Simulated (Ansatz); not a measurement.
How much do the gradients of HfO2 depend on the method?

Cell: an entry of the Crystallography Open Database (COD), ions relaxed with PBE at fixed cell.

```cif
data_structure
_symmetry_space_group_name_H-M 'P 1'
_symmetry_Int_Tables_number 1
_cell_length_a 5.1180
_cell_length_b 5.1857
_cell_length_c 5.2841
_cell_angle_alpha 90.000
_cell_angle_beta 99.352
_cell_angle_gamma 90.000
_cell_volume 138.38
loop_
_atom_site_label
_atom_site_type_symbol
_atom_site_fract_x
_atom_site_fract_y
_atom_site_fract_z
_atom_site_occupancy
Hf1 Hf 0.27670 0.04188 0.20813 1
Hf2 Hf 0.72330 0.54188 0.29187 1
Hf3 Hf 0.72330 0.95812 0.79187 1
Hf4 Hf 0.27670 0.45812 0.70813 1
O5 O 0.44655 0.75838 0.48027 1
O6 O 0.55345 0.25838 0.01973 1
O7 O 0.55345 0.24162 0.51973 1
O8 O 0.44655 0.74162 0.98027 1
O9 O 0.07264 0.33925 0.33895 1
O10 O 0.92736 0.83925 0.16105 1
O11 O 0.92736 0.66075 0.66105 1
O12 O 0.07264 0.16075 0.83895 1
```

Sites (sets of like atoms) are named by element and the number of their first atom in this list.

First run. The numbers come from a DFT calculation in Ansatz (PBE, plane waves and PAW, scalar-relativistic, 420 eV cutoff, Γ-centred 5×5×5 k-points, Fermi–Dirac smearing 0.02 eV).

```json
{"site": "Hf", "atom": "1", "V_zz (10²¹ V/m²)": "12.69", "η": "0.16"}
{"site": "O5", "atom": "5", "V_zz (10²¹ V/m²)": "1.07", "η": "1.00"}
{"site": "O9", "atom": "9", "V_zz (10²¹ V/m²)": "-1.32", "η": "0.88"}
```

Second run. The same atoms and settings, except that spin–orbit coupling is included (fully relativistic PAW files).

**Question.** What does the second run give?

**Answer.** 

```tsv
site	atom	V_zz	η	change of V_zz
Hf	1	12.82	0.16	+0.13
O5	5	-1.07	1.00	–
O9	9	-1.35	0.87	-0.03
```

The largest change of V_zz along a kept axis is on Hf, from 12.69 to 12.82. In per cent, |V_zz| changes by +1 on Hf, +2 on O (all sites that start above 0.5, bar those whose gradient vanishes or changes sign or whose main axis turns by over 40°). On O5 the largest principal value lies along another axis in the second run, so the two V_zz can't be compared directly.

At this cell the principal stresses reach 5 GPa in size with PBE, which can matter for small gradients.
